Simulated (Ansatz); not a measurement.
**Compressing AlGaN₂**

Method: Ansatz 0.2.0, DFT LDA, scalar-relativistic, plane waves, PAW. Run with 420 eV cutoff, 8×8×6 k-mesh, Gaussian smearing of 0.02 eV, no spin polarisation.

The relaxed crystal:

```xyz
4
Lattice="3.1153 0.0000 0.0000 0.0000 3.1153 0.0000 0.0000 0.0000 4.3843" Properties=species:S:1:pos:R:3 pbc="T T T"
Al    1.5576    1.5576    2.1922
Ga    0.0000    0.0000    0.0000
N     1.5576    0.0000    3.2446
N     0.0000    1.5576    1.1397
```

Cell and atoms are relaxed at each pressure within the symmetry of the start, at zero temperature, so transitions that lower the symmetry aren't seen. The k-mesh given is that at zero pressure and may differ at others. a, b and c are the lengths of the cell vectors above. Gaps are Kohn–Sham gaps over the whole zone.

| P (GPa) | V (Å³/atom) | V/V0 | a (Å) | b (Å) | c (Å) |
| --- | --- | --- | --- | --- | --- |
| -2 | 10.75 | 1.010 | 3.126 | 3.126 | 4.400 |
| 0 | 10.64 | 1.000 | 3.115 | 3.115 | 4.384 |
| 2 | 10.53 | 0.990 | 3.105 | 3.105 | 4.369 |
| 5 | 10.39 | 0.977 | 3.091 | 3.091 | 4.350 |
| 10 | 10.17 | 0.956 | 3.070 | 3.070 | 4.318 |
| 20 | 9.80 | 0.921 | 3.033 | 3.033 | 4.260 |
| 40 | 9.20 | 0.865 | 2.974 | 2.974 | 4.162 |

What bulk modulus and pressure derivative fit these points?

A third-order Birch–Murnaghan fit gives B0 = 207 GPa and B0' = 4.0.

Which cell vector or vectors give way most up to 40 GPa?

c: the changes are a -4.5 %, b -4.5 %, c -5.1 %.

What does pressure do to the gap?

The gaps are 2.98 eV at -2 GPa, 3.05 eV at 0 GPa, 3.13 eV at 2 GPa, 3.23 eV at 5 GPa, 3.28 eV at 10 GPa, 3.29 eV at 20 GPa, 3.32 eV at 40 GPa.